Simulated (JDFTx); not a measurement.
A run of JDFTx 1.7.0 (patched build):

Contents of HgTe.in:

```
lattice \
    0.0000000000     6.0745246276     6.0745246276 \
    6.0745246276     0.0000000000     6.0745246276 \
    6.0745246276     6.0745246276     0.0000000000
coords-type Lattice
ion Hg    -0.0026330000     0.0031470000    -0.0044180000 1
ion Te     0.7487260000     0.7522630000     0.7492080000 1

ion-species pseudo/Hg.upf
ion-species pseudo/Te.upf
elec-cutoff 40 320
elec-ex-corr gga-PBEsol
kpoint-folding 7 7 7
elec-smearing Fermi 0.0018374661
elec-n-bands 25
electronic-SCF nIterations 100 energyDiffThreshold 1e-09
electronic-minimize nIterations 30 energyDiffThreshold 1e-7
converge-empty-states yes
forces-output-coords Cartesian

dump-name run.$VAR
dump End Ecomponents EigStats BandEigs Kpoints Forces Stress ElecDensity Dtot KEdensity
```

Potentials or basis: PseudoDojo-SR-PBEsol-0.4.1-standard with smoothed tails.

Launch:

```sh
$ jdftx -c 1 -i HgTe.in -o HgTe.out
```

Hardware: 1 thread of Arm Neoverse V1 (shared host).

Problem. Estimate the wall time of this run.

Solution. Run time: 24 min on 1 thread of Arm Neoverse V1 (shared host), peak memory 1 GiB. Counts: scf iterations 13, bands 25, k points 172, plane waves 5418.
